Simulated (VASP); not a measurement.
A run of VASP 6.6.1 is set up as follows.

File INCAR:

```
PREC = Accurate
ENCUT = 600
EDIFF = 1E-6
ISMEAR = -1
SIGMA = 0.05
LREAL = F
LASPH = T
NELM = 60
ALGO = Fast
ISIF = 3
LWAVE = F
LCHARG = F
GGA = PE
IBRION = 2
NSW = 40
EDIFFG = -0.01
PSTRESS = 0
```

File KPOINTS:

```
regular mesh
0
Gamma
  9 9 9
```

The input POSCAR:

```
BAs
1.0
    2.9343700000      0.0000000000      0.0000000000
    0.0000000000      2.9343700000      0.0000000000
    0.0000000000      0.0000000000      2.9343700000
B As
1 1
Direct
    0.5000000000      0.5000000000      0.5000000000
    0.0000000000      0.0000000000      0.0000000000
```

Potentials or basis: VASP PAW PBE potentials, release 64 (B, As).

Launch:

```bash
$ cat potpaw_PBE.64/B/POTCAR potpaw_PBE.64/As/POTCAR > POTCAR
$ mpirun -np 1 vasp_std > vasp.out
```

**Question.** Predict the band gap on the k mesh.

**Answer.** None (metal or under the smearing width).

**Question.** What does it give for the relaxed cell?

**Answer.** a = 2.940 Å, b = 2.940 Å, c = 2.940 Å, α = 90.00°, β = 90.00°, γ = 90.00°.

**Question.** Predict the relaxed volume.

**Answer.** 12.71 Å³/atom.

Final structure:
```
B As
1.0
     2.93992    0.00000    0.00000
     0.00000    2.93992    0.00000
     0.00000    0.00000    2.93992
B As
1 1
Direct
  0.50000 0.50000 0.50000
  0.00000 0.00000 0.00000
```
